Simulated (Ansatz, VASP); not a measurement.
## ZnO (zincite): VASP beside Ansatz

```
Zn O
1.0
     3.24636    0.00000    0.00000
    -1.62318    2.81143    0.00000
     0.00000    0.00000    5.23980
Zn O
2 2
Direct
  0.33333 0.66667 0.49997
  0.66667 0.33333 0.99997
  0.66667 0.33333 0.37904
  0.33333 0.66667 0.87904
```

Alike in both runs: functional PBE; k mesh 9 × 9 × 6; occupations gaussian, width 0.02 eV; no spin polarisation.

Ansatz relaxed the structure, and its values are those at the end. VASP's run is a single point on that final structure, the one shown.

|  | VASP | Ansatz |
| --- | --- | --- |
| version | VASP 6.6.1 | Ansatz 0.2.0 |
| potentials or method | VASP PAW PBE potentials, release 64 (Zn, O) | scalar-relativistic, plane waves, PAW |
| plane-wave cutoff (eV) | 520 | 420 |
| valence electrons in the cell | 36 | 36 |

|  | VASP | Ansatz | Ansatz less VASP |
| --- | --- | --- | --- |
| gap on the k mesh at the Fermi level (eV) | 0.77 | 0.79 | +0.015 |
| least direct gap on the mesh (eV) | 0.77 | 0.79 | +0.015 |
| pressure (GPa) | 5.3 | 4.2 | -1.07 |

With one functional, cell and mesh, what is left measures potentials, basis and numerics.

A hybrid or GW would open this gap; PBE tends to underestimate it.
